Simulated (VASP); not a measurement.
# LiF (Griceite): band structure with PBE

Crystal: LiF (Griceite).

```
CELL_PARAMETERS angstrom
0.00000 1.99848 1.99848
1.99848 0.00000 1.99848
1.99848 1.99848 0.00000
ATOMIC_POSITIONS crystal
Li 0.00000 0.00000 0.00000
F 0.50000 0.50000 0.50000
```

```
Program                            : VASP 6.6.1
Task                               : band structure
Functional                         : PBE
Potentials or basis                : VASP PAW PBE potentials, release 64 (Li_sv, F)
Cutoff                             : 520 eV
k mesh                             : 8 × 8 × 8
Occupations                        : gaussian, width 0.03 eV
Spin                               : no spin polarisation
Grid for exact exchange (PRECFOCK) : Fast
Further INCAR settings             : ALGO = Fast; EDIFF = 1e-07; NBANDS = 12
```

| Property | Result |
| --- | --- |
| Band gap on the k mesh | 9.30 eV, direct |
| Band gap along the path | 9.30 eV, direct |

Levels at points of the mesh, in eV from the valence-band top:
```tsv
k point	band 1	band 2	band 3	band 4	band 5	band 6	band 7	band 8	band 9	band 10
(0.00, 0.00, 0.00)	-40.87	-20.04	0.00	0.00	0.00	9.30	24.28	24.28	24.28	24.55
(0.50, 0.00, 0.00)	-40.80	-19.59	-2.59	-0.24	-0.24	10.90	17.02	19.08	19.08	30.79
(0.50, 0.50, 0.00)	-40.79	-19.30	-3.11	-1.03	-1.03	15.03	16.58	17.73	20.51	20.51
```

Wall time 2.5 s on 4 MPI ranks on AMD EPYC 9R45 96-Core Processor (Zen 5), on a shared host, peak memory 0.1 GiB a rank.

 A hybrid or GW would open this gap; PBE tends to underestimate it.
